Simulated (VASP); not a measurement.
# NaCl: elastic constants with PBE

NaCl:

```
Na Cl
1.0
     0.00000    2.81000    2.81000
     2.81000    0.00000    2.81000
     2.81000    2.81000    0.00000
Na Cl
1 1
Direct
  0.00000 0.00000 0.00000
  0.50000 0.50000 0.50000
```

The cell was built by a generator and needn't be a form met in nature.

- Program: VASP 6.6.1
- Task: elastic constants
- Functional: PBE
- Potentials or basis: VASP PAW PBE potentials, release 64 (Na_pv, Cl)
- Cutoff: 600 eV
- k mesh: 10 × 10 × 10
- Occupations: gaussian, width 0.05 eV
- Spin: no spin polarisation
- Ions in elastic constants: relaxed
- Further INCAR settings: ALGO = Normal; EDIFF = 1e-08; IBRION = 6; POTIM = 0.015; NSW = 1; ISIF = 3

| Quantity | Value |
| --- | --- |
| Relaxed volume | 23.10 Å³/atom |
| Relaxed cell | a = 4.028 Å, b = 4.028 Å, c = 4.028 Å, α = 60.00°, β = 60.00°, γ = 60.00° |
| Space group after relaxing (to 0.05 Å) | Fm-3m (No. 225) |
| Elastic constants C11, C12, C44 | 48, 12, 12 GPa |
| Voigt bulk modulus | 24 GPa |
| Highest phonon frequency at Γ, LO-TO splitting left out | 151 cm⁻¹ |

The path:
| step | energy change (eV) | largest force (eV/Å) | pressure (GPa) | volume (Å³) |
| --- | --- | --- | --- | --- |
| 1 | 0.0000 | 0.0000 | 1.05 | 44.38 |
| 2 | -0.0045 | 0.0000 | 0.48 | 45.32 |
| 3 | -0.0058 | 0.0000 | -0.04 | 46.28 |
| 4 | -0.0058 | 0.0000 | 0.00 | 46.21 |

Final structure:
```cif
data_structure
_symmetry_space_group_name_H-M 'P 1'
_symmetry_Int_Tables_number 1
_cell_length_a 4.0278
_cell_length_b 4.0278
_cell_length_c 4.0278
_cell_angle_alpha 60.000
_cell_angle_beta 60.000
_cell_angle_gamma 60.000
_cell_volume 46.21
loop_
_atom_site_label
_atom_site_type_symbol
_atom_site_fract_x
_atom_site_fract_y
_atom_site_fract_z
_atom_site_occupancy
Na1 Na 0.00000 0.00000 0.00000 1
Cl1 Cl 0.50000 0.50000 0.50000 1
```

Phonon frequencies in cm⁻¹ (negative: imaginary):
| q point | frequencies |
| --- | --- |
| (0.000, 0.000, 0.000) | 0 0 0 151 151 151 |

Elastic tensor in Voigt notation (GPa, in the Cartesian axes of the cell as first typed):
```
48 12 12  0  0  0
12 48 12  0  0  0
12 12 48  0  0  0
 0  0  0 12  0  0
 0  0  0  0 12  0
 0  0  0  0  0 12
```

Clamped-ion elastic tensor (GPa):
```
48 12 12  0  0  0
12 48 12  0  0  0
12 12 48  0  0  0
 0  0  0 12  0  0
 0  0  0  0 12  0
 0  0  0  0  0 12
```

Wall time 3.6 min on 2 MPI ranks on Intel(R) Xeon(R) 6975P-C (Granite Rapids) (shared host), peak memory 0.39 GiB a rank.
